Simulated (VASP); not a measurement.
Wanted: the native input for a VASP 6.6.1 run.

- Task: density of states
- Functional: PBE
- Potentials or basis: VASP PAW PBE potentials, release 64 (Si, Mo_sv)
- Cutoff: 520 eV
- k mesh: 6 × 6 × 6
- Occupations: gaussian, width 0.1 eV
- Spin: no spin polarisation
- k mesh for the DOS: 9 × 9 × 9
- Occupations for the DOS: tetrahedron
- Further INCAR settings: ALGO = Fast; EDIFF = 1e-06

Crystal: SiMo3.

```
Si Mo
1.0
     5.41860    0.00000    0.00000
    -2.70930    4.69264    0.00000
     0.00000    0.00000    4.71950
Si Mo
2 6
Cartesian
  0.0000 3.1284 1.1799
  2.7093 1.5642 3.5396
  2.7093 3.1213 1.1799
  -1.3485 3.9070 3.5396
  1.3485 3.9070 3.5396
  1.3608 0.7857 1.1799
  4.0578 0.7857 1.1799
  0.0000 1.5713 3.5396
```

The cell was built by a generator and needn't be a form met in nature.

The input as run:

POSCAR

```
SiMo3                                   
1.0
    5.4185984247      0.0000000000      0.0000000000
   -2.7092992123      4.6926438921      0.0000000000
    0.0000000000      0.0000000000      4.7194953087
  Si              Mo            
     2     6
Direct
     0.3333333300000021    0.6666666699999979    0.2500000000000000
     0.6666666699999979    0.3333333300000021    0.7500000000000000
     0.8325742151706024    0.6651484203412039    0.2500000000000000
     0.1674257848293976    0.8325742151706024    0.7500000000000000
     0.6651484203412039    0.8325742151706024    0.7500000000000000
     0.3348515796587961    0.1674257848293976    0.2500000000000000
     0.8325742151706024    0.1674257848293976    0.2500000000000000
     0.1674257848293976    0.3348515796587961    0.7500000000000000
```

INCAR.step1

```
SYSTEM = SiMo3
ALGO = Fast
EDIFF = 1E-6
ENCUT = 520
GGA = PE
ISIF = 2
ISMEAR = 0
KPAR = 4
LASPH = .True.
LCHARG = .True.
LMAXMIX = 4
LREAL = .False.
LWAVE = .False.
NELM = 60
PREC = Accurate
SIGMA = 0.1
```

KPOINTS.step1

```
k-points
0
Gamma
  6 6 6
  0 0 0
```

INCAR.step2

```
SYSTEM = SiMo3
ALGO = Fast
EDIFF = 1E-6
ENCUT = 520
GGA = PE
ICHARG = 11
ISIF = 2
ISMEAR = -5
KPAR = 4
LASPH = .True.
LCHARG = .False.
LMAXMIX = 4
LORBIT = 11
LREAL = .False.
LWAVE = .False.
NEDOS = 1001
NELM = 60
PREC = Accurate
SIGMA = 0.1
```

KPOINTS.step2

```
k-points
0
Gamma
  9 9 9
  0 0 0
```

Potentials or basis: VASP PAW PBE potentials, release 64 (Si, Mo_sv).

Run with:

```bash
$ cat potpaw_PBE.64/Si/POTCAR potpaw_PBE.64/Mo_sv/POTCAR > POTCAR
$ cp INCAR.step1 INCAR
$ cp KPOINTS.step1 KPOINTS
$ mpirun -np 4 vasp_std > vasp.out
$ cp INCAR.step2 INCAR
$ cp KPOINTS.step2 KPOINTS
$ mpirun -np 4 vasp_std > vasp.out
```

It gave:

```json
{
  "Valence electrons inside the program's atomic spheres": "Si 1.62; Mo 12.55"
}
```

Wall time 84 s on 4 MPI ranks on AMD EPYC 9R45 96-Core Processor (Zen 5), with other jobs on the host, peak memory 0.38 GiB a rank.
